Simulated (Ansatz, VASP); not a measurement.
## One calculation of Ir, two programs

Contents of INCAR:

```
ALGO = Normal
EDIFF = 1E-7
ENCUT = 520
ISIF = 2
ISMEAR = 1
LASPH = T
LCHARG = F
LREAL = F
LWAVE = F
NBANDS = 16
NELM = 60
PREC = Accurate
SIGMA = 0.15
```

Contents of KPOINTS:

```
k-points
0
Gamma
  8 8 5
```

File POSCAR:

```
Ir
1.0
    2.7513800000      0.0000000000      0.0000000000
   -1.3756900000      2.3827600000      0.0000000000
    0.0000000000      0.0000000000      4.4622900000
Ir
2
Direct
    0.6752900000      0.3420400000      0.7591856029
    0.3517200000      0.6776500000      0.2507600000
```

Input for Ansatz:

```yaml
crystal:
  lattice:
    - [2.75138, 0.0, 0.0]
    - [-1.37569, 2.38276, 0.0]
    - [0.0, 0.0, 4.46229]
  atoms:
    - { symbol: Ir, position: [0.67529, 0.34204, 0.759185602907924] }
    - { symbol: Ir, position: [0.35172, 0.67765, 0.25076] }
basis:
  ecutwfc: 540.0
  xc_grid: 2
kpoints:
  mp_grid:
    grid: [8, 8, 5]
hamiltonian:
  xc: lda
scf:
  convergence:
    dr2_threshold: 1.0e-09
  occupations:
    method: cold
    width: 0.15
output:
  forces: true
  stress: true
```

This isn't the form of Ir at room conditions, which is fcc.

Alike in both runs: task single point; functional LDA; k mesh 8 × 8 × 5; no spin polarisation.

|  | VASP | Ansatz |
| --- | --- | --- |
| version | VASP 6.6.1 | Ansatz 0.2.0 |
| potentials or method | VASP PAW LDA potentials, release 64 (Ir) | plane waves, PAW |
| plane-wave cutoff (eV) | 520 | 540 |
| occupations | methfessel-paxton of order 1, width 0.15 eV | cold, width 0.15 eV |
| valence electrons in the cell | 18 | 34 |

```tsv
	VASP	Ansatz	Ansatz less VASP
pressure (GPa)	-14.8	-16.9	-2.06
largest component of the traceless stress (GPa)	0.85	0.92	+0.066
rms of the force components (eV/Å)	0.269	0.245	-0.0232
```

Atom by atom the forces differ by 0.023 eV/Å (rms over components). The two sets of potentials don't hold the same shells in valence. Ansatz warned: «stress_scf_threshold_loose».

Spin-orbit coupling is left out, which matters for the levels of Ir.
